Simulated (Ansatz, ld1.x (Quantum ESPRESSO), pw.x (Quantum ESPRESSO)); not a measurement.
**Equation-of-state test of one TM potential (Zr (Z = 40))**

Zr, norm-conserving Troullier–Martins (Kleinman–Bylander form), made with ld1.x (Quantum ESPRESSO) 7.5 (PBE, scalar-relativistic). Core [Kr], reference 4d2 5s1.5 5p0.5. Waves: 5s (bound): rc 2.55 bohr; 4d (bound): rc 2.05 bohr; 5p (bound): rc 3.45 bohr. Local part: the p channel. Core correction: a·sin(br)/r model core, default radius (core density twice the valence density).

Atomic tests: cutoffs needed: 30 Ry and 35 Ry (the cutoffs (Ry, on a coarse ladder) from which the occupation-weighted sum of valence levels, in a spherical-Bessel basis at the reference potential, stays within 10 and 1 mRy of its value at 400 Ry); ghost test: no extra level below or beside the all-electron valence levels (s, d, p, f tested) (spherical-Bessel basis up to 400 Ry, 20 bohr box); largest excitation error: -137 meV (all-electron minus pseudo) for 4d3 5s0 5p0, out of 7 test configurations.

Crystal test: sc Zr in pw.x 7.5, no spin, 11³ k-points, Fermi–Dirac smearing 0.01 Ry, cutoffs 50/200 Ry. The reference is all-electron LAPW (Ansatz 0.2.0) with the same functional, mesh and smearing; V0 and B0 come from Birch–Murnaghan fits to the pressures at five volumes. Errors are pseudo minus all-electron; Δ is the rms difference of the E(V) curves that follow from these fits, minima aligned, over ±6 % about the mean V0. Mesh and smearing are coarse, so the numbers serve the comparison and aren't converged zero-temperature values; the lattice is a test structure that the element need not adopt.

All-electron: a0 = 2.917 Å (V0 = 24.83 Å³/atom), B0 = 65.9 GPa.

Task: How far does the potential miss the all-electron equation of state?

Result: mean pressure error (GPa): +11.74. The pressure does not cross zero within the volumes sampled, so no fit is given. The largest radius (3.45 bohr) exceeds half the bond length (2.76 bohr), so the spheres overlap, which is one possible source of error among others. This is a poor potential for the solid.

```csv
V (Å³/atom),P all-electron (GPa),P pseudo (GPa)
23.789,3.03,16.97
24.415,1.13,13.86
25.041,-0.56,11.08
25.667,-2.07,8.58
26.293,-3.42,6.35
```

Task: At the middle volume, how do free energy and pressure move when the wave cutoff is lowered (ecutrho kept at four times it)?

Result:

```tsv
cutoff (Ry)	shift of F (meV/atom)	shift of P (GPa)
22	+602.0	-12.90
30	+56.6	-2.19
40	+1.0	-0.04
```

Input at the middle volume:

```
&control
  calculation='scf', prefix='x', pseudo_dir='./', outdir='./tmp', tstress=.true., disk_io='none'
/
&system
  ibrav=0, nat=1, ntyp=1, ecutwfc=50, ecutrho=200, nbnd=9,
  occupations='smearing', smearing='fd', degauss=0.01
/
&electrons
  conv_thr=1e-09, mixing_beta=0.4, electron_maxstep=70
/
ATOMIC_SPECIES
Zr 1.0 Zr.UPF
CELL_PARAMETERS angstrom
  2.92561533 0.00000000 0.00000000
  0.00000000 2.92561533 0.00000000
  0.00000000 0.00000000 2.92561533
ATOMIC_POSITIONS crystal
Zr 0.0000 0.0000 0.0000
K_POINTS automatic
11 11 11 0 0 0
```

```bash
pw.x < Zr.scf.in > Zr.scf.out
```

Lines of the output:

```
Message from routine setup:
     using ibrav=0 with symmetry is DISCOURAGED, use correct ibrav instead
     lattice parameter (alat)  =       5.5286  a.u.
     unit-cell volume          =     168.9850 (a.u.)^3
     number of electrons       =         4.00
     number of Kohn-Sham states=            9
     kinetic-energy cutoff     =      50.0000  Ry
     charge density cutoff     =     200.0000  Ry
     scf convergence threshold =      1.0E-09
     Exchange-correlation= PBE
     number of k points=    56  Fermi-Dirac smearing, width (Ry)=  0.0100
     iteration #  1     ecut=    50.00 Ry     beta= 0.40
     total energy              =      -9.72521428 Ry
     estimated scf accuracy    <       0.00241518 Ry
     iteration #  2     ecut=    50.00 Ry     beta= 0.40
     total energy              =      -9.72550709 Ry
     estimated scf accuracy    <       0.00089050 Ry
     iteration #  3     ecut=    50.00 Ry     beta= 0.40
     total energy              =      -9.72552582 Ry
     estimated scf accuracy    <       0.00000934 Ry
     iteration #  4     ecut=    50.00 Ry     beta= 0.40
     total energy              =      -9.72552700 Ry
     estimated scf accuracy    <       0.00000004 Ry
     iteration #  5     ecut=    50.00 Ry     beta= 0.40
     the Fermi energy is     7.4688 ev
!    total energy              =      -9.72552701 Ry
     estimated scf accuracy    <          9.4E-10 Ry
     smearing contrib. (-TS)   =      -0.00801590 Ry
     The total energy is F=E-TS. E is the sum of the following terms:
     one-electron contribution =       4.89108191 Ry
     hartree contribution      =       0.10602582 Ry
     xc contribution           =      -6.50337842 Ry
     ewald contribution        =      -8.21124042 Ry
     convergence has been achieved in   5 iterations
          total   stress  (Ry/bohr**3)                   (kbar)     P=      110.76
     Message from routine punch:
     Nothing written, as per user request (disk_io='none')
```

The run at the middle volume (56 k-points, 5 iterations) took about 2.8 s on one core of a shared host (Neoverse-V1, 32 threads, 247 GiB, load 20).
